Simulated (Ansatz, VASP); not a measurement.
Two plane-wave programs on Al3Pt

```
Al Pt
1.0
     4.13600    0.00000    0.00000
    -2.06800    3.58188    0.00000
     0.00000    0.00000   10.04604
Al Pt
6 2
Direct
  0.33333 0.66667 0.15883
  0.33333 0.66667 0.65883
  0.66667 0.33333 0.34117
  0.66667 0.33333 0.84117
  0.00000 0.00000 0.00000
  0.00000 0.00000 0.50000
  0.00000 0.00000 0.25000
  0.00000 0.00000 0.75000
```

Alike in both runs: task single point; functional PBE; k mesh 6 × 6 × 2; occupations gaussian, width 0.2 eV; no spin polarisation.

|  | VASP | Ansatz |
| --- | --- | --- |
| version | VASP 6.6.1 | Ansatz 0.2.0 |
| potentials or method | VASP PAW PBE potentials, release 64 (Al, Pt) | scalar-relativistic, plane waves, PAW |
| plane-wave cutoff (eV) | 520 | 420 |
| valence electrons in the cell | 38 | 54 |

```tsv
	VASP	Ansatz	Ansatz less VASP
gap on the k mesh at the Fermi level (eV)	none	none	-
pressure (GPa)	-0.1	0.0	+0.12
largest component of the traceless stress (GPa)	0.74	0.74	+0.002
rms of the force components (eV/Å)	0.026	0.027	+0.0019
```

Atom by atom the forces differ by 0.002 eV/Å (rms over components). A gap of «none» marks a metal or a gap that the smearing closes. The functional is the same, so the differences come from potentials, cutoffs and numerics. The two sets of potentials don't hold the same shells in valence.

Spin-orbit coupling is left out, which matters for the levels of Pt.
